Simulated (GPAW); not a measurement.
Wanted: an ASE script for a GPAW 26.7.0 run.

- Task: band structure
- Functional: GLLB-SC
- Potentials or basis: the program's PAW data sets (release 1.2.1) made for this functional
- Cutoff: 800 eV
- Basis: pw
- k mesh: 10 × 10 × 10
- Occupations: fermi-dirac, width 0.05 eV
- Spin: no spin polarisation
- Maxiter: 150
- Band path: GXWKGLUWLK,UX
- Band points: 100

The structure of AlN lies in POSCAR:

```
AlN
1.0
    0.0000000000      2.1839935596      2.1839935596
    2.1839935596      0.0000000000      2.1839935596
    2.1839935596      2.1839935596      0.0000000000
Al N
1 1
Direct
    0.0000000000      0.0000000000      0.0000000000
    0.2500000000      0.2500000000      0.2500000000
```

Measurements of this composition are mostly on another form, of space group No. 186.

These files were run (other wordings do the same):

run.py

```python
from ase.dft.bandgap import bandgap
from ase.io import read, write
from gpaw import GPAW, PW

atoms = read('POSCAR')

calc = GPAW(mode=PW(800),
            xc='GLLBSC',
            kpts={'size': (10, 10, 10), 'gamma': True},
            occupations={'name': 'fermi-dirac', 'width': 0.05},
            nbands=11,
            convergence={'density': 1e-05, 'energy': 1e-05},
            maxiter=150,
            txt='gpaw.txt')
atoms.calc = calc
energy = atoms.get_potential_energy()
calc.write('gs.gpw')
write('result.traj', atoms)
print('Fermi level:', round(calc.get_fermi_level(), 4), 'eV')
print(f'Gap: {bandgap(calc)[0]:.4f} eV, direct: {bandgap(calc, direct=True)[0]:.4f} eV')

path = atoms.cell.bandpath('GXWKGLUWLK,UX', npoints=100, eps=1e-4)
bs_calc = calc.fixed_density(kpts=path, symmetry='off', nbands=19,
                             convergence={'bands': 'CBM+6.0', 'eigenstates': 1e-6}, txt='bands.txt')
bs = bs_calc.band_structure()
bs.write('bs.json')
print(f'Gap on the path: {bandgap(bs_calc)[0]:.4f} eV')

homo, lumo = bs_calc.get_homo_lumo()
response = calc.hamiltonian.xc.response
dxc_pot = response.calculate_discontinuity_potential(homo, lumo)
ks_gap, dxc = bs_calc.hamiltonian.xc.response.calculate_discontinuity(dxc_pot)
print(f'Kohn-Sham gap {ks_gap:.4f} eV, discontinuity {dxc:.4f} eV, gap {ks_gap + dxc:.4f} eV')
```

Potentials or basis: the program's PAW data sets (release 1.2.1) made for this functional, pw.

The run is started by

```sh
$ OMP_NUM_THREADS=1 python run.py
```

Results of the run:

```json
{"Band gap on the k mesh with the derivative discontinuity": "6.01 eV", "Band gap of the Kohn-Sham levels": "4.22 eV", "Derivative discontinuity": "1.79 eV"}
```

Caveat: the GLLB-SC gap is the Kohn-Sham gap of the path plus the derivative discontinuity; a model potential gives levels but no total energy.

It took 37 s on 1 thread of Arm Neoverse V1, with other jobs on the host, peak memory 0.22 GiB.
